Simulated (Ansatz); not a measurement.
A generator proposed this cell of TaSi2.

```cif
data_structure
_symmetry_space_group_name_H-M 'P4/mmm'
_symmetry_Int_Tables_number 123
_cell_length_a 3.6283
_cell_length_b 3.6283
_cell_length_c 4.4042
_cell_angle_alpha 90.000
_cell_angle_beta 90.000
_cell_angle_gamma 90.000
_cell_volume 57.98
loop_
_atom_site_label
_atom_site_type_symbol
_atom_site_symmetry_multiplicity
_atom_site_Wyckoff_symbol
_atom_site_fract_x
_atom_site_fract_y
_atom_site_fract_z
_atom_site_occupancy
Ta1 Ta 1 a 0.00000 0.00000 0.00000 1
Si1 Si 1 b 0.00000 0.00000 0.50000 1
Si2 Si 1 d 0.50000 0.50000 0.50000 1
```

These are results of DFT PBE, scalar-relativistic, plane waves, PAW (Ansatz), not measurements. Plane waves to 420 eV, a k mesh through Γ of 6×6×4 on the computed 3-atom cell and Gaussian smearing (0.10 eV); no spin polarisation.

The zero of energy is the elements' standard structures at the same level; no fitted shifts are applied.

Question: Estimate its pressure, forces and energy as it stands.

Answer: The pressure is 3.2 GPa (the mean over three directions, positive in compression), the largest force is 0.00 eV/Å (symmetry fixes the atoms), and the energy is +1.35 eV/atom against the elements. The shortest distance is 2.20 Å.

Question: How much does it gain on relaxing, and where does it end?

Answer: Relaxing gains about 0.44 eV/atom (the start's value is from the coarse mesh, so the gain is rough) in 11 ionic steps and ends at +0.91 eV/atom on the finer mesh. The symmetry stays P4/mmm (No. 123). The volume per atom shrinks by 5.2 %, from 19.3 to 18.3 Å³. The shortest distance goes from 2.20 Å (Ta–Si) to 2.36 Å (Si–Si). The ratio c/a of the conventional cell changes by a factor of 1.22. Conventional cell: a = 3.338 Å, c = 4.934 Å. Around Ta lie 2 Si at 2.47 Å; around Si on its first site lie 4 Si at 2.36 Å and 2 Ta at 2.47 Å; Si on its second site has 4 Si at 2.36 Å.

The last run used a 14×14×10 mesh (in the run's order of axes) for its 3-atom cell and Gaussian smearing of 0.10 eV. These runs have no spin–orbit coupling, which can matter for Ta. The cell is a metal run without spin; a magnetic state may lie lower. The relaxation can't lower the symmetry of the start. Symmetry constrained the relaxation, so the result can be a saddle point. Another cell of TaSi2 relaxed alike, in P6_422 (a cell as deposited in COD), lies 1.39 eV/atom lower, so this cell isn't the stable form at this level.
